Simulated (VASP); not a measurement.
# Sn (Fd-3m) in VASP: notebook

The runs below take Sn through band structure, with PBEsol, HSE06.

Program: VASP 6.6.1. These are calculated values, not measurements. Logs are shortened: lines on timing, memory, paths and dates and some standing lists are left out, and cuts for length are marked.

**1. The structure**

Symmetry: Fd-3m, No. 227, cubic system. The conventional cell has a = 6.537 Å, b = 6.537 Å, c = 6.537 Å, α = 90.00°, β = 90.00°, γ = 90.00°. Sn (site symmetry -43m) is surrounded by 4 Sn at 2.83 Å.

This isn't the form of Sn at room conditions, which is tetragonal (white tin).

**2. Band structure, PBEsol**

The input, INCAR:

```
SYSTEM = Sn
PREC = Accurate
ENCUT = 520
EDIFF = 1E-6
ISMEAR = 0
SIGMA = 0.03
LREAL = .FALSE.
LASPH = .TRUE.
NELM = 80
ALGO = Normal
ISIF = 2
LWAVE = .FALSE.
LCHARG = .FALSE.
GGA = PS
NBANDS = 21
KPAR = 4
```

The input, KPOINTS:

```
Automatic mesh
0
G
  6 6 6
  0 0 0
```

The input, POSCAR:

```
Sn                                      
1.0
    0.0000000000      3.2685833779      3.2685833779
    3.2685833779      0.0000000000      3.2685833779
    3.2685833779      3.2685833779      0.0000000000
  Sn            
     2
Direct
     0.0000000000000000    0.0000000000000000    0.0000000000000000
     0.2500000000000000    0.2500000000000000    0.2500000000000000
```

The input, KPOINTS_OPT:

```
explicit points
9
Reciprocal
 0.0000000000  0.0000000000  0.0000000000 1
 0.3750000000  0.3750000000  0.7500000000 1
 0.5000000000  0.5000000000  0.5000000000 1
 0.6250000000  0.2500000000  0.6250000000 1
 0.5000000000  0.2500000000  0.7500000000 1
 0.5000000000  0.0000000000  0.5000000000 1
 0.4000000000  0.0000000000  0.4000000000 1
 0.4250000000  0.0000000000  0.4250000000 1
 0.4500000000  0.0000000000  0.4500000000 1
```

Potentials or basis: VASP PAW PBE potentials, release 64 (Sn_d).

The run is started by

```bash
cat potpaw_PBE.64/Sn_d/POTCAR > POTCAR
mpirun -np 4 vasp_std > vasp.out
```

OUTCAR:

```text
SYSTEM = Sn
   PREC = Accurate
   ENCUT = 520
   EDIFF = 1E-6
   ISMEAR = 0
   LREAL = .FALSE.
   LASPH = .TRUE.
   NELM = 80
   ISIF = 2
   GGA = PS

 ion  position               nearest neighbor table
   1  0.000  0.000  0.000-   2 2.83   2 2.83   2 2.83   2 2.83
   2  0.250  0.250  0.250-   1 2.83   1 2.83   1 2.83   1 2.83

  LATTYP: Found a face centered cubic cell.
 ALAT       =     6.5371667558

  Lattice vectors:

 A1 = (   0.0000000000,   3.2685833779,   3.2685833779)
 A2 = (   3.2685833779,   0.0000000000,   3.2685833779)
 A3 = (   3.2685833779,   3.2685833779,   0.0000000000)

Analysis of symmetry for initial positions (statically):
=====================================================================
 Subroutine PRICEL returns:
 Original cell was already a primitive cell.

 Routine SETGRP: Setting up the symmetry group for a
 face centered cubic supercell.

 Subroutine GETGRP returns: Found 48 space group operations
 (whereof 24 operations were pure point group operations)
 out of a pool of 48 trial point group operations.

The static configuration has the point symmetry T_d .
 The point group associated with its full space group is O_h .

Analysis of symmetry for dynamics (positions and initial velocities):
=====================================================================
 Subroutine PRICEL returns:
 Original cell was already a primitive cell.

 Routine SETGRP: Setting up the symmetry group for a
 face centered cubic supercell.

 Subroutine GETGRP returns: Found 48 space group operations
 (whereof 24 operations were pure point group operations)
 out of a pool of 48 trial point group operations.

The dynamic configuration has the point symmetry T_d .
 The point group associated with its full space group is O_h .

 Subroutine INISYM returns: Found 48 space group operations
 (whereof 24 operations are pure point group operations),
 and found     1 'primitive' translations

----------------------------------------------------------------------------------------

                                     Primitive cell

  volume of cell :      69.8407

  direct lattice vectors                    reciprocal lattice vectors
     0.000000000  3.268583378  3.268583378    -0.152971469  0.152971469  0.152971469
     3.268583378  0.000000000  3.268583378     0.152971469 -0.152971469  0.152971469
     3.268583378  3.268583378  0.000000000     0.152971469  0.152971469 -0.152971469

  length of vectors
     4.622474943  4.622474943  4.622474943     0.264954356  0.264954356  0.264954356

  position of ions in fractional coordinates (direct lattice)
     0.000000000  0.000000000  0.000000000
     0.250000000  0.250000000  0.250000000

  ion indices of the primitive-cell ions
   primitive index   ion index
                 1           1
                 2           2

----------------------------------------------------------------------------------------

 KPOINTS: Automatic mesh

Automatic generation of k-mesh.
 Grid dimensions read from file:
 generate k-points for:    6    6    6

 Generating k-lattice:

  Cartesian coordinates                     Fractional coordinates (reciprocal lattice)
    -0.025495245  0.025495245  0.025495245     0.166666667  0.000000000  0.000000000
     0.025495245 -0.025495245  0.025495245     0.000000000  0.166666667  0.000000000
     0.025495245  0.025495245 -0.025495245     0.000000000  0.000000000  0.166666667

  Length of vectors
     0.044159059  0.044159059  0.044159059

  Shift w.r.t. Gamma in fractional coordinates (k-lattice)
     0.000000000  0.000000000  0.000000000

 Subroutine IBZKPT returns following result:
 ===========================================

 Found     16 irreducible k-points:

 Following reciprocal coordinates:
            Coordinates               Weight
  0.000000  0.000000  0.000000      1.000000
  0.166667  0.000000  0.000000      8.000000
  0.333333  0.000000  0.000000      8.000000
  0.500000  0.000000  0.000000      4.000000
  0.166667  0.166667  0.000000      6.000000
  0.333333  0.166667  0.000000     24.000000
[... 8 lines left out ...]
 -0.333333  0.333333  0.166667     24.000000
 -0.333333  0.500000  0.166667     12.000000
   k-points           NKPTS =     16   k-points in BZ     NKDIM =     16   number of bands    NBANDS=     21
   number of dos      NEDOS =    301   number of ions     NIONS =      2
   total plane-waves  NPLWV =  46656
   dimension x,y,z NGX =    36 NGY =   36 NGZ =   36
   dimension x,y,z NGXF=    72 NGYF=   72 NGZF=   72
   ions per type =               2
   NGX,Y,Z   is equivalent  to a cutoff of  12.95, 12.95, 12.95 a.u.
   NGXF,Y,Z  is equivalent  to a cutoff of  25.89, 25.89, 25.89 a.u.
 SYSTEM =  Sn
   PREC   = accura    normal or accurate (medium, high low for compatibility)
   ISTART =      0    job   : 0-new  1-cont  2-samecut
   ICHARG =      2    charge: 1-file 2-atom 10-const
   ISPIN  =      1    spin polarized calculation?
   LNONCOLLINEAR =      F non collinear calculations
   LSORBIT =      F    spin-orbit coupling
   LASPH  =      T    aspherical Exc in radial PAW
   ENCUT  =  520.0 eV  38.22 Ry    6.18 a.u.   8.59  8.59  8.59*2*pi/ulx,y,z
   NELM   =     80;   NELMIN=  2; NELMDL= -5     # of ELM steps
   EDIFF  = 0.1E-05   stopping-criterion for ELM
   LREAL  =      F    real-space projection
   EDIFFG = 0.1E-04   stopping-criterion for IOM
   NSW    =      0    number of steps for IOM
   IBRION =     -1    ionic relax: 0-MD 1-quasi-New 2-CG
   NFREE  =      0    steps in history (QN), initial steepest desc. (CG)
   ISIF   =      2    stress and relaxation
   ISYM   =      2    0-nonsym 1-usesym 2-fastsym
   POTIM  = 0.5000    time-step for ionic-motion
   TEBEG  =    0.0;   TEEND  =   0.0 temperature during run
   PSTRESS=    0.0 pullay stress
   NELECT =      28.0000    total number of electrons
   NUPDOWN=      -1.0000    fix difference up-down
   EMIN   =  10.00;   EMAX   =-10.00  energy-range for DOS
   EFERMI =   0.00;   METHOD = LEGACY
   ISMEAR =     0;   SIGMA  =   0.03  broadening in eV -4-tet -1-fermi 0-gaus
   EFERMI_NEDOS =   21; number of points for ismear=-14 and -15
   IALGO  =     38    algorithm
   IMIX   =      4    mixing-type and parameters
     AMIX     =   0.40;   BMIX     =  1.00
     AMIX_MAG =   1.60;   BMIX_MAG =  1.00
  volume/ion in A,a.u.               =      34.92       235.65
  Fermi-wavevector in a.u.,A,eV,Ry     =   1.207141  2.281165 19.826260  1.457189
  Thomas-Fermi vector in A             =   2.342787
   LORBIT       =      0    0 simple, 1 ext, 2 COOP (PROOUT), +10 PAW based schemes
   GGA     = PS    functional components
   LHFCALC =     F    Hartree Fock is set to
   AEXX    =    0.0000 exact exchange contribution
   IVDW    =     0    specifies the selected vdW correction
   LEPSILON=     F    determine dielectric tensor
   LRPA    =     F    only Hartree local field effects (RPA)
 non-spin polarized calculation
 Gauss-broadening in eV      SIGMA  =   0.03
  energy-cutoff  :      520.00
  volume of cell :       69.84
 maximum number of plane-waves:      1895
 NGX is ok and might be reduce to    36
   NGX = 17   NGY = 17   NGZ = 17

 number of electron      27.9999987 magnetization

 Free energy of the ion-electron system (eV)
  ---------------------------------------------------
  ext. energy  EPLUGINS =         0.00000000
  ---------------------------------------------------
  free energy    TOTEN  =        -8.43034284 eV

  energy without entropy =       -8.43002940  energy(sigma->0) =       -8.43018612

 E-fermi :   5.1616     XC(G=0):  -8.9649

 val. band max:        5.1615702914   @ k =   0.5000   0.0000   0.0000
 cond. band min:       5.3341423656   @ k =   0.3333   0.0000   0.0000
 fundamental gap:      0.1725720742
 Fermi energy:         5.1615702914

 k-point     1 :       0.0000    0.0000    0.0000
  band No.  band energies     occupation
      1     -16.2874      2.00000
      2     -16.2874      2.00000
      3     -16.2874      2.00000
      4     -16.2302      2.00000
      5     -16.2302      2.00000
      6     -15.9360      2.00000
[... 13 lines left out ...]
     20      13.1804      0.00000
     21      13.1804      0.00000

 k-point     2 :       0.1667    0.0000    0.0000
  band No.  band energies     occupation
      1     -16.3027      2.00000
      2     -16.3027      2.00000
      3     -16.2812      2.00000
      4     -16.2079      2.00000
      5     -16.2079      2.00000
      6     -15.9655      2.00000
[... 13 lines left out ...]
     20      12.1210      0.00000
     21      12.1210      0.00000

 k-point     3 :       0.3333    0.0000    0.0000
  band No.  band energies     occupation
      1     -16.3176      2.00000
      2     -16.3176      2.00000
      3     -16.2682      2.00000
      4     -16.1811      2.00000
      5     -16.1811      2.00000
      6     -15.9880      2.00000
[... 13 lines left out ...]
     20      12.5269      0.00000
     21      12.5269      0.00000

 k-point     4 :       0.5000    0.0000    0.0000
  band No.  band energies     occupation
      1     -16.3218      2.00000
      2     -16.3218      2.00000
      3     -16.2614      2.00000
      4     -16.1726      2.00000
      5     -16.1726      2.00000
      6     -15.9942      2.00000
[... 13 lines left out ...]
     20      13.9281      0.00000
     21      13.9501      0.00000

 k-point     5 :       0.1667    0.1667    0.0000
  band No.  band energies     occupation
      1     -16.3011      2.00000
      2     -16.3011      2.00000
      3     -16.2953      2.00000
      4     -16.2095      2.00000
      5     -16.1822      2.00000
      6     -16.0094      2.00000
[... 13 lines left out ...]
     20      11.6947      0.00000
     21      13.4866      0.00000
[... 190 lines left out ...]
     20      14.3387      0.00000
     21      15.5580      0.00000

 k-point    14 :       0.5000    0.3333    0.1667
  band No.  band energies     occupation
      1     -16.3419      2.00000
      2     -16.3365      2.00000
      3     -16.2302      2.00000
      4     -16.1539      2.00000
      5     -16.1096      2.00000
      6     -16.0828      2.00000
[... 13 lines left out ...]
     20      13.1837      0.00000
     21      14.8889      0.00000

 k-point    15 :      -0.3333    0.3333    0.1667
  band No.  band energies     occupation
      1     -16.3550      2.00000
      2     -16.3411      2.00000
      3     -16.1990      2.00000
      4     -16.1287      2.00000
      5     -16.1005      2.00000
      6     -16.0876      2.00000
[... 13 lines left out ...]
     20      14.4729      0.00000
     21      14.8353      0.00000

 k-point    16 :      -0.3333    0.5000    0.1667
  band No.  band energies     occupation
      1     -16.3492      2.00000
      2     -16.3492      2.00000
      3     -16.1692      2.00000
      4     -16.1692      2.00000
      5     -16.0817      2.00000
      6     -16.0817      2.00000
[... 13 lines left out ...]
     20      14.1515      0.00000
     21      15.3674      0.00000

------------------------ aborting loop because EDIFF is reached ----------------------------------------

  FORCE on cell =-STRESS in cart. coord.  units (eV):
  Direction    XX          YY          ZZ          XY          YZ          ZX
  --------------------------------------------------------------------------------------
  -------------------------------------------------------------------------------------
  Total        0.0180065      0.0180065      0.0180065      0.0000000     -0.0000000     -0.0000000
  in kB        0.4130776      0.4130776      0.4130776      0.0000000     -0.0000000     -0.0000000
  external PRESSURE =       0.4130776 kB  Pullay stress =       0.0000000 kB

 VOLUME and BASIS-vectors are now :
 -----------------------------------------------------------------------------
  energy-cutoff  :      520.00
  volume of cell :       69.84
      direct lattice vectors                 reciprocal lattice vectors
     0.000000000  3.268583378  3.268583378    -0.152971469  0.152971469  0.152971469
     3.268583378  0.000000000  3.268583378     0.152971469 -0.152971469  0.152971469
     3.268583378  3.268583378  0.000000000     0.152971469  0.152971469 -0.152971469

 POSITION                                       TOTAL-FORCE (eV/Angst)
 -----------------------------------------------------------------------------------
      0.00000      0.00000      0.00000         0.000000      0.000000      0.000000
      1.63429      1.63429      1.63429        -0.000000     -0.000000     -0.000000
 -----------------------------------------------------------------------------------
    total drift:                                0.000000      0.000000      0.000000

  FREE ENERGIE OF THE ION-ELECTRON SYSTEM (eV)
  ---------------------------------------------------
  free  energy   TOTEN  =        -8.4303428384 eV

  energy  without entropy=       -8.4300293997  energy(sigma->0) =       -8.43018612
```

Run time: 28 s. Hardware: 4 MPI ranks of Intel Xeon Platinum 8259CL at 2.50GHz (Skylake/Cascade Lake), shared host; peak memory 0.22 GiB.

What came out:

```yaml
Free_energy: -8.4303 eV
Pressure: 0.0 GPa
Band_gap_along_the_path: none (metal or under the smearing width)
```

Caveat: the PAW data sets were made with another functional, which shifts forces and pressure a little; spin-orbit coupling is left out, which moves the levels of the heavy elements.

(Continued in part 2 of 2.)
